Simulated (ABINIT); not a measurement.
## BaS (Fm-3m): changed settings of a GW run in ABINIT

What do changed inputs do to GW on BaS (Fm-3m)?

Main program and level: ABINIT 10.8.3; PBE and many-body steps on it, plane waves.

## (1) The starting structure

It takes space group Fm-3m (No. 225, cubic). Conventional cell: a = 6.387 Å, b = 6.387 Å, c = 6.387 Å, α = 90.00°, β = 90.00°, γ = 90.00°. Nearest to Ba lie 6 S at 3.19 Å. Nearest to S lie 6 Ba at 3.19 Å. Farther neighbours and most contacts between anions are not listed.

The cell and positions come from the Crystallography Open Database and are kept as given unless a step says otherwise. Spin-orbit coupling is left out unless a step names it.

## (2) Screening, 4×4×4 mesh, 558 bands, screening to 304.8 eV

This step: ABINIT 10.8.3; RPA screening on PBE, plane waves, norm-conserving pseudopotentials.

The RPA dielectric matrix is built and inverted for each q.

run.abi reads:

```
acell 3*1.0 Angstrom
rprim 
  -0.000000000000 3.193750000000 3.193750000000
  3.193750000000 -0.000000000000 3.193750000000
  3.193750000000 3.193750000000 -0.000000000000
ntypat 2
znucl 56 16
natom 2
typat 1 2
xred 
  0.000000000000 0.000000000000 0.000000000000
  0.500000000000 0.500000000000 0.500000000000
pp_dirpath "pseudos"
pseudos "Ba.upf, S.upf"
ecut 20
ngkpt 4 4 4
nshiftk 1
shiftk 0 0 0
kptopt 1
chksymbreak 0
istwfk *1
occopt 1
irdwfk 1
optdriver 3
nband 558
ecuteps 11.2
inclvkb 2
awtr 1
symchi 1
indata_prefix "in"
outdata_prefix "out"
tmpdata_prefix "tmp"
```

Run with:

```console
> OMP_NUM_THREADS=1 mpirun -n 4 abinit run.abi > log
```

The log of the run:

```text
.Version 10.8.3 of ABINIT. v10.8.2 released Aug 2026.

 Symmetries : space group Fm -3 m (#225); Bravais cF (face-center cubic)
[... echo of the input left out ...]
== DATASET  1 ==================================================================
-   mpi_nproc: 4, omp_nthreads: 1 (-1 if OMP is not activated)

--- !DatasetInfo
iteration_state: {dtset: 1, }
dimensions: {natom: 2, nkpt: 8, mband: 558, nsppol: 1, nspinor: 1, nspden: 1, mpw: 1893, }
cutoff_energies: {ecut:  20.0, pawecutdg:  -1.0, }
electrons: {nelect:   1.60000000E+01, charge:   0.00000000E+00, occopt:   1.00000000E+00, tsmear:   1.00000000E-02, }

 SCREENING: Calculation of the susceptibility and dielectric matrices

 Based on a program developped by R.W. Godby, V. Olevano, G. Onida, and L. Reining.
 Incorporated in ABINIT by V. Olevano, G.-M. Rignanese, and M. Torrent.
.Using double precision arithmetic ; gwpc =  8

[... cell and pseudopotentials left out ...]
--------------------------------------------------------------------------------

 ==== K-mesh for the wavefunctions ====
 Number of points in the irreducible wedge :     8
[... list of points left out ...]
 Together with 48 symmetry operations and time-reversal symmetry
 yields    64 points in the full Brillouin Zone.

 ==== Q-mesh for the screening function ====
 Number of points in the irreducible wedge :     8
[... list of points left out ...]
 Together with 48 symmetry operations and time-reversal symmetry
 yields    64 points in the full Brillouin Zone.

 setmesh: FFT mesh size selected  =    30x   30x   30
          total number of points  =        27000

 vcoul_init : cutoff-mode = AUXILIARY_FUNCTION
 q-points for optical limit:   1
     1)      0.000010    0.000020    0.000030

- screening: taking advantage of time-reversal symmetry
- Maximum band index for partially occupied states nbvw = 8
- Remaining bands to be divided among processors   nbcw = 550
- Number of bands treated by each node ~137

 Number of electrons calculated from density =   16.0000; Expected =   16.0000
 average of density, n =  0.036391
 r_s =    1.8720
 omega_plasma =   18.4014 [eV]

 calculating chi0 at frequencies [eV] :
  1    0.000000E+00    0.000000E+00
  2    0.000000E+00    1.840140E+01

--------------------------------------------------------------------------------
  q-point number  1        q = ( 0.000000, 0.000000, 0.000000) [r.l.u.]
--------------------------------------------------------------------------------
[... chi0 elements left out ...]
 For q-point:  0.000010 0.000020 0.000030
  dielectric constant =   4.7383
  dielectric constant without local fields =   5.5896

  Average fulfillment of the sum rule on Im[epsilon] for q-point    1 :     99.55  [%]
[... wings left out ...]
  q-point number  2        q = ( 0.250000, 0.000000, 0.000000) [r.l.u.]
--------------------------------------------------------------------------------
[... chi0 elements left out ...]
  Average fulfillment of the sum rule on Im[epsilon] for q-point    2 :    102.38  [%]

 [... 6 further q-points ...]
```

Wall time 3 min (4 MPI ranks of Intel Xeon 6975P-C (Granite Rapids), shared host); peak memory 2.6 GiB.

This step gave:

```yaml
eps_infinity_with_local_fields_on_this_mesh_along_the_program_s_q_direction: 4.738
the_same_without_local_fields: 5.590
plasma_frequency: 18.40 eV
plane_waves_in_the_screening_matrix: 749
```

Local fields lower ε∞ by 15 %.

## (3) Base

The self-energy is evaluated for the states that the input lists, and the levels follow from it, in one-shot runs by the linearised quasiparticle equation.

This step: G0W0 on PBE, plane waves, norm-conserving pseudopotentials.

Changes to run.abi since step 2:

```diff
@@ -23,8 +23,17 @@
 irdwfk 1
-optdriver 3
+optdriver 4
 nband 558
+gwcalctyp 0
+ecutsigx 20
+symsigma 1
+nkptgw 2
+kptgw 
+  0.0000000000 0.0000000000 0.0000000000
+  0.5000000000 0.5000000000 0.0000000000
+bdgw 
+  6 12
+  7 10
 ecuteps 11.2
-inclvkb 2
-awtr 1
-symchi 1
+irdscr 1
+ppmodel 1
 indata_prefix "in"
```

The log of the run:

```text
.Version 10.8.3 of ABINIT. v10.8.2 released Aug 2026.

 Symmetries : space group Fm -3 m (#225); Bravais cF (face-center cubic)
[... echo of the input left out ...]
== DATASET  1 ==================================================================
-   mpi_nproc: 4, omp_nthreads: 1 (-1 if OMP is not activated)

--- !DatasetInfo
iteration_state: {dtset: 1, }
dimensions: {natom: 2, nkpt: 8, mband: 558, nsppol: 1, nspinor: 1, nspden: 1, mpw: 1893, }
cutoff_energies: {ecut:  20.0, pawecutdg:  -1.0, }
electrons: {nelect:   1.60000000E+01, charge:   0.00000000E+00, occopt:   1.00000000E+00, tsmear:   1.00000000E-02, }

 SIGMA: Calculation of the GW corrections

 Based on a program developped by R.W. Godby, V. Olevano, G. Onida, and L. Reining.
 Incorporated in ABINIT by V. Olevano, G.-M. Rignanese, and M. Torrent.
.Using double precision arithmetic ; gwpc =  8

[... cell and pseudopotentials left out ...]
--------------------------------------------------------------------------------

 ==== K-mesh for the wavefunctions ====
 Number of points in the irreducible wedge :     8
[... list of points left out ...]
 Together with 48 symmetry operations and time-reversal symmetry
 yields    64 points in the full Brillouin Zone.

 ==== Q-mesh for screening function ====
 Number of points in the irreducible wedge :     8
[... list of points left out ...]
 Together with 48 symmetry operations and time-reversal symmetry
 yields    64 points in the full Brillouin Zone.

 vcoul_init : cutoff-mode = AUXILIARY_FUNCTION
 q-points for optical limit:   1
     1)      0.000010    0.000020    0.000030
 setmesh: FFT mesh size selected  =    36x   36x   36
          total number of points  =        46656

 Number of electrons calculated from density =   16.0000; Expected =   16.0000
 average of density, n =  0.036391
 r_s =    1.8720
 omega_plasma =   18.4014 [eV]

 === KS Band Gaps ===
  >>>> For spin  1
   Minimum direct gap =   2.2723 [eV], located at k-point      :   0.5000  0.5000  0.0000
   Fundamental gap    =   2.1462 [eV], Top of valence bands at :   0.0000  0.0000  0.0000
                                       Bottom of conduction at :   0.5000  0.5000  0.0000
 SIGMA fundamental parameters:
 PLASMON POLE MODEL  1
 number of plane-waves for SigmaX                 1893
 number of plane-waves for SigmaC and W            749
 number of plane-waves for wavefunctions          1893
 number of bands                                   558
 number of independent spin polarizations            1
 number of spinorial components                      1
 number of k-points in IBZ                           8
 number of q-points in IBZ                           8
 number of symmetry operations                      48
 number of k-points in BZ                           64
 number of q-points in BZ                           64
 number of frequencies for dSigma/dE                 9
 frequency step for dSigma/dE [eV]                0.25
 number of omega for Sigma on real axis              0
 max omega for Sigma on real axis  [eV]           0.00
 zcut for avoiding poles [eV]                     0.10

 EPSILON^-1 parameters (SCR file):
 dimension of the eps^-1 matrix on file            749
 dimension of the eps^-1 matrix used               749
 number of plane-waves for wavefunctions          1893
 number of bands                                   558
 number of q-points in IBZ                           8
 number of frequencies                               2
 number of real frequencies                          1
 number of imag frequencies                          1

 matrix elements of self-energy operator (all in [eV])

 Perturbative Calculation

--- !SelfEnergy_ee
iteration_state: {dtset: 1, }
kpoint     : [   0.000,    0.000,    0.000, ]
spin       : 1
KS_gap     :    3.626
QP_gap     :    4.986
Delta_QP_KS:    1.360
data: !SigmaeeData |
     Band     E0 <VxcDFT>   SigX SigC(E0)      Z dSigC/dE  Sig(E)    E-E0       E
        6   3.680 -12.602 -15.738   1.518   0.767  -0.304 -13.843  -1.241   2.439
        7   3.680 -12.602 -15.738   1.518   0.767  -0.304 -13.843  -1.241   2.439
        8   3.680 -12.602 -15.738   1.518   0.767  -0.304 -13.843  -1.241   2.439
        9   7.306  -7.958  -3.979  -3.834   0.820  -0.219  -7.839   0.119   7.425
       10   7.586  -8.923  -4.509  -3.904   0.819  -0.220  -8.505   0.417   8.004
       11   7.586  -8.923  -4.509  -3.904   0.819  -0.220  -8.505   0.417   8.004
       12   7.586  -8.923  -4.509  -3.904   0.819  -0.220  -8.505   0.417   8.004

--- !SelfEnergy_ee
iteration_state: {dtset: 1, }
kpoint     : [   0.500,    0.500,    0.000, ]
spin       : 1
KS_gap     :    2.272
QP_gap     :    3.751
Delta_QP_KS:    1.478
data: !SigmaeeData |
     Band     E0 <VxcDFT>   SigX SigC(E0)      Z dSigC/dE  Sig(E)    E-E0       E
        7   3.554 -12.533 -15.726   1.560   0.766  -0.305 -13.784  -1.251   2.303
        8   3.554 -12.533 -15.726   1.560   0.766  -0.305 -13.784  -1.251   2.303
        9   5.827  -7.957  -4.168  -3.513   0.824  -0.214  -7.730   0.227   6.054
       10   9.648 -10.954  -6.025  -4.136   0.816  -0.225 -10.307   0.647  10.295

== END DATASET(S) ==============================================================
================================================================================

 -outvars: echo values of variables after computation  --------
           etotal      0.0000000000E+00
            nband         558
             nkpt           8
          spgroup         225
 [... the other variables as echoed above ...]

 Calculation completed.
```

Run time: 9.1 min. Hardware: 4 MPI ranks; peak memory 3.5 GiB.

Numbers from this step:

| Quantity | Value |
| --- | --- |
| G0W0 gap on the points computed | 3.615 eV |
| starting gap on the mesh | 2.146 eV |
| k of the valence top | 0, 0, 0 |
| k of the conduction bottom | 0.5, 0.5, 0 |
| Z at the valence top | 0.767 |
| Z at the conduction bottom | 0.824 |
| least direct G0W0 gap on the computed points | 3.751 eV |

The gap on the mesh goes from 2.15 eV to 3.62 eV, a correction of +1.47 eV.

## (4) Coulomb singularity

Changes to run.abi since step 3:

```diff
@@ -38,2 +38,3 @@
 ppmodel 1
+gw_icutcoul 3
 indata_prefix "in"
```

The log of the run:

```text
.Version 10.8.3 of ABINIT. v10.8.2 released Aug 2026.

 Symmetries : space group Fm -3 m (#225); Bravais cF (face-center cubic)
[... echo of the input left out ...]
== DATASET  1 ==================================================================
-   mpi_nproc: 4, omp_nthreads: 1 (-1 if OMP is not activated)

--- !DatasetInfo
iteration_state: {dtset: 1, }
dimensions: {natom: 2, nkpt: 8, mband: 558, nsppol: 1, nspinor: 1, nspden: 1, mpw: 1893, }
cutoff_energies: {ecut:  20.0, pawecutdg:  -1.0, }
electrons: {nelect:   1.60000000E+01, charge:   0.00000000E+00, occopt:   1.00000000E+00, tsmear:   1.00000000E-02, }

 SIGMA: Calculation of the GW corrections

 Based on a program developped by R.W. Godby, V. Olevano, G. Onida, and L. Reining.
 Incorporated in ABINIT by V. Olevano, G.-M. Rignanese, and M. Torrent.
.Using double precision arithmetic ; gwpc =  8

[... cell and pseudopotentials left out ...]
--------------------------------------------------------------------------------

 ==== K-mesh for the wavefunctions ====
 Number of points in the irreducible wedge :     8
[... list of points left out ...]
 Together with 48 symmetry operations and time-reversal symmetry
 yields    64 points in the full Brillouin Zone.

 ==== Q-mesh for screening function ====
 Number of points in the irreducible wedge :     8
[... list of points left out ...]
 Together with 48 symmetry operations and time-reversal symmetry
 yields    64 points in the full Brillouin Zone.

 vcoul_init : cutoff-mode = CRYSTAL
 q-points for optical limit:   1
     1)      0.000010    0.000020    0.000030
 setmesh: FFT mesh size selected  =    36x   36x   36
          total number of points  =        46656

 Number of electrons calculated from density =   16.0000; Expected =   16.0000
[...]
number of omega for Sigma on real axis              0
 max omega for Sigma on real axis  [eV]           0.00
 zcut for avoiding poles [eV]                     0.10

 EPSILON^-1 parameters (SCR file):
 dimension of the eps^-1 matrix on file            749
 dimension of the eps^-1 matrix used               749
 number of plane-waves for wavefunctions          1893
 number of bands                                   558
 number of q-points in IBZ                           8
 number of frequencies                               2
 number of real frequencies                          1
 number of imag frequencies                          1

 matrix elements of self-energy operator (all in [eV])

 Perturbative Calculation

--- !SelfEnergy_ee
iteration_state: {dtset: 1, }
kpoint     : [   0.000,    0.000,    0.000, ]
spin       : 1
KS_gap     :    3.626
QP_gap     :    4.943
Delta_QP_KS:    1.318
data: !SigmaeeData |
     Band     E0 <VxcDFT>   SigX SigC(E0)      Z dSigC/dE  Sig(E)    E-E0       E
        6   3.680 -12.602 -15.375   1.375   0.772  -0.295 -13.681  -1.080   2.601
        7   3.680 -12.602 -15.375   1.375   0.772  -0.295 -13.681  -1.080   2.601
        8   3.680 -12.602 -15.375   1.375   0.772  -0.295 -13.681  -1.080   2.601
[...]
--- !SelfEnergy_ee
iteration_state: {dtset: 1, }
kpoint     : [   0.500,    0.500,    0.000, ]
spin       : 1
KS_gap     :    2.272
QP_gap     :    3.710
Delta_QP_KS:    1.437
data: !SigmaeeData |
     Band     E0 <VxcDFT>   SigX SigC(E0)      Z dSigC/dE  Sig(E)    E-E0       E
[...]
9   5.827  -7.957  -4.168  -3.370   0.830  -0.205  -7.610   0.347   6.174
       10   9.648 -10.954  -6.025  -3.993   0.822  -0.216 -10.184   0.770  10.417

== END DATASET(S) ==============================================================
================================================================================

 -outvars: echo values of variables after computation  --------
           etotal      0.0000000000E+00
            nband         558
             nkpt           8
          spgroup         225
 [... the other variables as echoed above ...]

 Calculation completed.
```

It took 9.4 min on 4 MPI ranks; peak memory 3.5 GiB.

Numbers from this step:

* G0W0 gap on the points computed: 3.573 eV
* starting gap on the mesh: 2.146 eV
* k of the valence top: 0, 0, 0
* k of the conduction bottom: 0.5, 0.5, 0
* Z at the valence top: 0.772
* Z at the conduction bottom: 0.83
* least direct G0W0 gap on the computed points: 3.710 eV

Against G0W0 in ABINIT (4×4×4 mesh, 558 bands, screening to 304.8 eV, Godby-Needs plasmon pole), the gap moves by −0.042 eV.

## (5) Side by side

Times are wall times on 4 MPI ranks of Intel Xeon 6975P-C (Granite Rapids), shared host, good to a factor of about two. A run's time includes the screening step that it read.

```
                run   mesh  bands  screening cutoff (eV)  DFT gap (eV)  gap on the mesh (eV)  direct (eV)  ε∞ used    time
               base  4×4×4    558                  304.8         2.146                 3.615        3.751     4.74  12 min
Coulomb singularity  4×4×4    558                  304.8         2.146                 3.573        3.710     4.74  12 min
```

## (6) Results

| Property | Result |
| --- | --- |
| base | 3.615 eV |
| Coulomb singularity | 3.573 eV |
| known limits | not at the basis limit; no spin-orbit coupling |

**Reading.** Coulomb singularity: −0.042 eV against base (keys changed: gw_icutcoul). Bands and cutoff are finite, so the gap is not at the basis limit. The miss can reach some tenths of an eV and take either sign; the mesh is an error of its own. In the G0W0 runs levels were corrected at 2 k points alone, so a gap called «on the mesh» is the least over those, and an edge elsewhere would be missed. The many-body steps are scalar-relativistic: spin-orbit coupling is not in them.

[Paths, hosts, dates, memory and timing lines, banners, echoed tables and standing remarks are left out of the program output.]

[Logs are printed without paths, hosts, clocks, repeated set-up lines and the standing remarks that a program may print on its own settings, such as how far it seeks lower states.]

[Runs of the session that timed out or met a known fault of the program may be left out.]

[Hosts, paths, dates, database ids (printed as entryN), source tags and the programs' standing remarks are cut or masked in the printed files.]

[G0W0 gaps are taken among the corrected bands and points alone; a level outside them can change the order at an edge.]

[Where Ansatz stands beside ABINIT at settings called matched, ABINIT's density can come from a denser mesh and the files from another edition; pairs whose starting gaps differed by over 0.03 eV were left out, so agreement reads better than it is.]
